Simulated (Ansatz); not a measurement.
# ZnSiP2 (I-42d): equation of state with a fit in Python

Wanted for ZnSiP2 (I-42d): an equation of state with a fit.

Computed with Ansatz 0.2.0, driven from Python. Level of theory: DFT PBEsol, plane waves, PAW.

## (1) The structure

The structure is tetragonal, space group I-42d (No. 122). The conventional cell has a = 5.373 Å, b = 5.373 Å, c = 10.460 Å, α = 90.00°, β = 90.00°, γ = 90.00°. Zn (site symmetry -4) is surrounded by 4 P at 2.36 Å. Around Si (site symmetry -4) lie 4 P at 2.25 Å. P (site symmetry 2) is surrounded by 2 Si at 2.25 Å and 2 Zn at 2.36 Å.

The script holds or builds the structure itself.

## (2) The code

Contents of eos_znsip2.py:

```python
"""Equation of state of ZnSiP2."""

from dataclasses import dataclass

import ansatz
from ase.eos import EquationOfState
from ase.units import GPa
import numpy as np


@dataclass(frozen=True)
class Settings:
    xc: str = "PBEsol"
    filling: str = "Fermi-Dirac"
    width_ev: float = 0.05
    cutoff_ev: int = 500
    kmesh: tuple[int, ...] = (5, 5, 5)


cfg = Settings()

VECTORS = np.array([
    [-2.686703, 2.686703, 5.230031],
    [2.686703, -2.686703, 5.230031],
    [2.686703, 2.686703, -5.230031],
])
SITES = [
    ("Zn", [0.0, 0.0, 0.0]),
    ("Zn", [0.75, 0.25, 0.5]),
    ("Si", [0.5, 0.5, 0.0]),
    ("Si", [0.25, 0.75, 0.5]),
    ("P", [0.375, 0.392301, 0.517301]),
    ("P", [0.875, 0.857699, 0.482699]),
    ("P", [0.607699, 0.125, 0.982699]),
    ("P", [0.142301, 0.625, 0.017301]),
]


def build(cell):
    crystal = ansatz.Crystal(lattice=ansatz.Lattice.of(cell))
    for symbol, position in SITES:
        crystal = crystal.atom(symbol, position)
    return crystal

# uniform scaling of the cell
volumes, energies, pressures = [], [], []
for scale in np.linspace(0.88, 1.12, 7):
    cell = VECTORS * scale ** (1 / 3)
    calculation = (
        build(cell).calculation()
        .functional(cfg.xc)
        .pseudopotentials("paw")
        .occupations(cfg.filling, width=cfg.width_ev)
        .basis(cfg.cutoff_ev)
        .kpoints(*cfg.kmesh)
        .stress()
    )
    summary = calculation.run().report
    volumes.append(abs(np.linalg.det(cell)) / len(SITES))
    energies.append(summary["free_energy_ev"] / len(SITES))
    pressures.append(np.trace(summary["stress_gpa"]) / 3)
    print(f"V = {volumes[-1]:8.4f} A^3/atom  F = {energies[-1]:.5f} eV/atom  P = {pressures[-1]:8.3f} GPa")

eos = EquationOfState(volumes, energies, eos="vinet")
v0, e0, bulk = eos.fit()
print(f"V0 = {v0:.4f} A^3/atom, E0 = {e0:.5f} eV/atom, B = {bulk / GPa:.1f} GPa")
eos.plot("eos.png")
```

## (3) Launch

Launch:

```bash
$ python eos_znsip2.py
```

**Question.** Estimate the equilibrium volume and the bulk modulus.

As calculated:

```
                      quantity           value
                 runs compared               7
               range of energy  87.28 meV/atom
lowest point, volume (Å³/atom)          18.876
      equilibrium volume (fit)   18.73 Å³/atom
            bulk modulus (fit)          94 GPa
```

**Reading.** A third-order Birch-Murnaghan fit through the 7 points (the script's own form differs a little) has its minimum at 18.73 Å³ an atom, 0.8 % below the typed cell, with a bulk modulus of 94 GPa and dB/dP = 4.4. From that minimum the energy rises by 87.6 meV an atom on the compressed side and 72.7 meV on the expanded side. Shape and fractional positions are held along the curve, so the bulk modulus is an upper value where they are free to relax. Pressure is positive in compression. This cell is a computed structure, which may not be the phase found in nature.
